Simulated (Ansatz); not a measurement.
BeTe (started from an entry of an open crystallographic database), relaxed with r2SCAN: it is cubic, F-43m (No. 216); a = 5.657 Å in the conventional setting, 22.63 Å³ an atom. Around Be lie 4 Te at 2.45 Å; around Te lie 4 Be at 2.45 Å. One-shot G0W0@PBE in Ansatz on a 6×6×6 mesh (contour deformation, no spin-orbit coupling), from a PBE gap of 2.019 eV over the mesh points (the G0W0 gap is indirect on the mesh); the number N of bands summed and the screening cutoff rise together. No spin polarisation and no zero-point or thermal motion.

```tsv
N	cutoff (eV)	1000/N	G0W0 gap (eV)
111	100	9.009	2.777
257	180	3.891	2.893
```

Problem. Lay a straight line in 1000/N through these rows.

Solution. The slope is -0.0227 eV per unit of 1000/N and the intercept 2.981 eV.

Problem. Predict the gap at N = 490 (260 eV).

Solution. 2.981 + (-0.0227) × 2.041 = 2.935 eV; the run gives 2.935 eV, 0.000 eV from the line.

Problem. With that run's result added, what limit do the last two rows suggest?

Solution. Their slope is (2.935 − 2.893)/(2.041 − 3.891) = -0.0227, which meets 1/N = 0 at 2.98 eV, against 2.981 eV from the first line. The two lines nearly agree; the k mesh isn't extrapolated.

Spin-orbit coupling is left out, which matters wherever the heavy atoms make up the band edges.
